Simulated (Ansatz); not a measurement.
Space group Fm-3m (No. 225). a = 6.413 Å, b = 6.413 Å, c = 6.413 Å, α = 90.00°, β = 90.00°, γ = 90.00°
```csv
atom,site,symmetry,x,y,z
Sn,4a,m-3m,0.0000,0.0000,0.0000
Te,4b,m-3m,0.5000,0.0000,0.0000
```

Equation of state of this SnTe structure (not necessarily the ground state), with shape and atoms relaxed at each volume where symmetry leaves them free. These are results of Ansatz, DFT PBE, scalar-relativistic, plane waves, PAW, not measurements.

Settings: cutoff 420 eV, Γ-centred mesh 10×10×10 on the computed 2-atom cell, Gaussian smearing of 0.01 eV; no spin polarisation.

```tsv
V (Å³/atom)	E − E(largest V) (meV/atom)	P (GPa)	gap on mesh (eV)
30.990	1.76	2.77	0.12
31.979	-10.41	1.22	0.03
32.968	-14.00	-0.04	0.06
33.957	-10.19	-1.16	0.14
34.946	0.00	-2.11	0.21
```

Q: Fit a third-order Birch–Murnaghan equation to E(V).

A: V0 = 32.93 Å³/atom, B0 = 40 GPa, B0' = 3.9.

Spin-orbit coupling is left out, which matters for the bands of heavy elements.